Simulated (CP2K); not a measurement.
Runs of CP2K 2026.2 on Zn. Symmetry: P6_3/mmc, No. 194, hexagonal system. Conventional cell: a = 2.670 Å, b = 2.670 Å, c = 4.966 Å, α = 90.00°, β = 90.00°, γ = 120.00°. Around Zn (site symmetry -6m2) lie 12 Zn at 2.67 to 2.92 Å. 

| task | level | potentials or basis | cell | k mesh | smearing | EPS_DEFAULT | k points reduced by the point group | NGRIDS | basis sets | potentials | gap on the mesh (eV) | pressure (GPa) |
| --- | --- | --- | --- | --- | --- | --- | --- | --- | --- | --- | --- | --- |
| band structure | TB-mBJ | POTENTIAL_UZH Zn GTH-PBE-q12; TZVP-MOLOPT-PBE-GTH basis | as given | 11 × 11 × 6 | fermi-dirac 0.05 eV | 1.0E-9 | yes | 4 | Zn TZVP-MOLOPT-PBE-GTH-q12 | Zn GTH-PBE-q12 of POTENTIAL_UZH | none | - |
| band structure | PBE | POTENTIAL_UZH Zn GTH-PBE-q12; TZVP-MOLOPT-PBE-GTH basis | as given | 11 × 11 × 6 | fermi-dirac 0.05 eV | 1.0E-10 | yes | 4 | Zn TZVP-MOLOPT-PBE-GTH-q12 | Zn GTH-PBE-q12 of POTENTIAL_UZH | none | -0.3 |
| band structure | PBEsol | POTENTIAL_UZH Zn GTH-PBE-q12; TZVP-MOLOPT-PBE-GTH basis | as given | 11 × 11 × 6 | fermi-dirac 0.01 eV | 1.0E-10 | yes | 4 | Zn TZVP-MOLOPT-PBE-GTH-q12 | Zn GTH-PBE-q12 of POTENTIAL_UZH | none | -5.3 |
| band structure | r2SCAN | POTENTIAL_UZH Zn GTH-SCAN-q12; TZVP-MOLOPT-SCAN-GTH basis | as given | 11 × 11 × 6 | fermi-dirac 0.05 eV | 1.0E-9 | yes | 5 | Zn TZVP-MOLOPT-SCAN-GTH-q12 | Zn GTH-SCAN-q12 of POTENTIAL_UZH | none | -5.9 |
| relaxation of cell and atoms | PBEsol | POTENTIAL_UZH Zn GTH-PBE-q12; TZVP-MOLOPT-PBE-GTH basis | relaxed | 9 × 9 × 4 | fermi-dirac 0.01 eV | 1.0E-9 | - | 5 | Zn TZVP-MOLOPT-PBE-GTH-q12 | Zn GTH-PBE-q12 of POTENTIAL_UZH | none | 0.0 |
| band structure | LDA | GTH_POTENTIALS Zn GTH-PADE-q12; TZVP-MOLOPT-PBE-GTH basis | as given | 11 × 11 × 6 | fermi-dirac 0.05 eV | 1.0E-9 | yes | 4 | Zn TZVP-MOLOPT-PBE-GTH-q12 | Zn GTH-PADE-q12 of GTH_POTENTIALS | none | (a) |

Alike in all rows: no spin polarisation.

Problem. Estimate the missing entries.

Solution. (a) -8.7.

Caveats: the basis of atomic orbitals isn't converged, which shifts pressures, moduli and gaps; the potentials were made for another functional, which shifts forces and pressure (some runs); this is a model potential without an energy functional, so only levels have meaning (some runs); the printed path begins after the first move (some runs).

A gap of «none» marks a metal or a gap under the smearing width.
